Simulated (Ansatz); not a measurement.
**Ti: an axial (c/a) deformation path and further scans**

One table from this session's results is given with a row withheld; the runs are named, their logs left out.

Program: Ansatz 0.2.0. Level of theory: DFT r2SCAN, scalar-relativistic, plane waves, PAW. These are calculated values, not measurements.

2 further runs of the same task are left out: 1 that didn't finish, 1 set aside as unsound or not needed.

### The system as given

Symmetry: P6_3/mmc, No. 194, hexagonal system. The conventional cell has a = 2.936 Å, b = 2.936 Å, c = 4.636 Å, α = 90.00°, β = 90.00°, γ = 120.00°. Ti (site symmetry -6m2) is surrounded by 12 Ti at 2.87 to 2.94 Å.

As a file:

```xyz
2
Lattice="2.9358 0.0000 0.0000 -1.4679 2.5425 0.0000 0.0000 0.0000 4.6362" Properties=species:S:1:pos:R:3 pbc="T T T"
Ti    0.0000    1.6950    1.1590
Ti    1.4679    0.8475    3.4771
```

It is the result of an earlier relaxation at this level (volume 17.30 Å³/atom; gap on the mesh: none (metal)).

The first run:

At fixed volume and fractional coordinates, lengths along (0.000, 0.000, 1.000) are scaled against those across it; ρ is that ratio over its starting value.

File input.yaml:

```yaml
crystal:
  lattice:
    - [3.0992245148, 0.0, 0.0]
    - [-1.5496122574, 2.6840071618, 0.0]
    - [0.0, 0.0, 4.1601352342]
  atoms:
    - { symbol: Ti, position: [0.3333333333, 0.6666666667, 0.25] }
    - { symbol: Ti, position: [0.6666666667, 0.3333333333, 0.75] }
basis:
  ecutwfc: 500
kpoints:
  mp_grid: { grid: [24, 24, 14] }
hamiltonian:
  xc: r2scan
scf:
  occupations: { method: gaussian, width: 0.15 }
output:
  forces: true
  stress: true
  eigenvalues: true
```

On the command line:

```console
$ ansatz run input.yaml --threads 1 --pin off --max-ram 2560MiB --backend cpu --events-out ev --progress --plain --runs-dir out
```

Among the steps run: ρ = 0.850; Point ρ = 1.200; At ρ = 0.920; ρ = 1.100; Point ρ = 0.960; At ρ = 1.050; ρ = 0.800.

One of the session's tables, all rows but one given; the rest of the session is left out.

| ρ | ΔE (meV/atom) | pressure (GPa) |
| --- | --- | --- |
| 0.800 | 175.5 | 0.8 |
| 0.850 | 102.4 | 0.5 |
| 0.920 | ? | ? |
| 0.960 | 7.4 | 0.0 |
| 1.000 | 0.0 | 0.0 |
| 1.050 | 10.4 | 0.1 |
| 1.100 | 40.9 | 0.1 |
| 1.200 | 141.2 | 0.1 |

Estimate the missing values for ρ = 0.920.

Worked estimate for «ΔE (meV/atom)». A straight line through the neighbours (0.850, 102.4) and (0.960, 7.4) gives 102.4 + (7.4 − 102.4) × (0.920 − 0.850) / (0.960 − 0.850) = 41.9; a parabola fitted to 4 rows on both sides gives 31.0.

The run gave: ΔE (meV/atom): 29.8; pressure (GPa): 0.1. In «ΔE (meV/atom)» the line misses by +12.1 and the parabola by +1.2.
